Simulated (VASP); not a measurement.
**NbAs: electric field gradients with PBE**

The system is NbAs.

```
CELL_PARAMETERS angstrom
0.00000 2.63760 2.63760
2.63760 0.00000 2.63760
2.63760 2.63760 0.00000
ATOMIC_POSITIONS crystal
Nb 0.00000 0.00000 0.00000
As 0.50000 0.50000 0.50000
```

Measurements of this composition are mostly on another form, of space group No. 109.

```json
{
  "Program": "VASP 6.6.1",
  "Task": "electric field gradients",
  "Functional": "PBE",
  "Potentials or basis": "VASP PAW PBE potentials, release 64 (Nb_sv, As)",
  "Cutoff": "520 eV",
  "k mesh": "11 × 11 × 11",
  "Occupations": "fermi-dirac, width 0.05 eV",
  "Spin": "no spin polarisation",
  "Dipole correction": "no",
  "Further INCAR settings": "ALGO = Normal; EDIFF = 1e-08; NBANDS = 16"
}
```

```json
{
 "Pressure": "0.0 GPa",
 "Band gap on the k mesh": "none (metal or under the smearing width)"
}
```

Levels at points of the mesh, in eV from the Fermi level:
| k point | band 6 | band 7 | band 8 | band 9 | band 10 | band 11 | band 12 | band 13 |
| --- | --- | --- | --- | --- | --- | --- | --- | --- |
| (0.00, 0.00, 0.00) | -1.54 | -1.54 | -1.54 | -0.95 | -0.95 | -0.21 | -0.21 | -0.21 |

Electric field gradients, principal values (V/Å²):
```tsv
atom	Vxx	Vyy	Vzz
1 Nb	0.000	0.000	0.000
2 As	0.000	0.000	0.000
```

Wall time 26 s on 1 thread of Intel(R) Xeon(R) Platinum 8488C (Sapphire Rapids), with other jobs on the host, peak memory 0.17 GiB.
